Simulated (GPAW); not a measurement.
Crystal: LiF (Griceite).

```xyz
2
Lattice="0.0000 2.0140 2.0140 2.0140 0.0000 2.0140 2.0140 2.0140 0.0000" Properties=species:S:1:pos:R:3 pbc="T T T"
F     2.0140    2.0140    2.0140
Li    0.0000    0.0000    0.0000
```

* Program: GPAW 26.7.0
* Task: single point
* Functional: PBE
* Potentials or basis: GPAW PAW data sets (gpaw-data 1.2.1)
* Cutoff: 800 eV
* Basis: pw
* k mesh: 11 × 11 × 11
* Occupations: fermi-dirac, width 0.05 eV
* Spin: no spin polarisation

On this cell: pressure 2.0 GPa; largest force zero by symmetry; band gap on the k mesh 9.07 eV, direct.

The same run follows on a disturbed copy (atoms moved at random, drawn with an rms of 0.05 Å):

```
F Li
1.0
     0.00000    2.01400    2.01400
     2.01400    0.00000    2.01400
     2.01400    2.01400    0.00000
F Li
1 1
Direct
  0.51469 0.47986 0.52021
  0.01018 0.99935 0.01060
```

**Question.** What does the disturbed cell give?

**Answer.** The energy moves by +1.1 meV/atom; pressure 2.1 GPa; largest force 0.095 eV/Å; band gap on the k mesh 9.07 eV, direct.

Forces on the atoms (eV/Å):
```
F    0.041 -0.059  0.062
Li  -0.041  0.059 -0.063
```

Stress tensor (GPa, compression positive):
```
 2.02  0.01 -0.02
 0.01  2.09  0.02
-0.02  0.02  2.11
```

Caveats: an odd mesh through Γ misses points on the zone boundary, where band edges often lie.
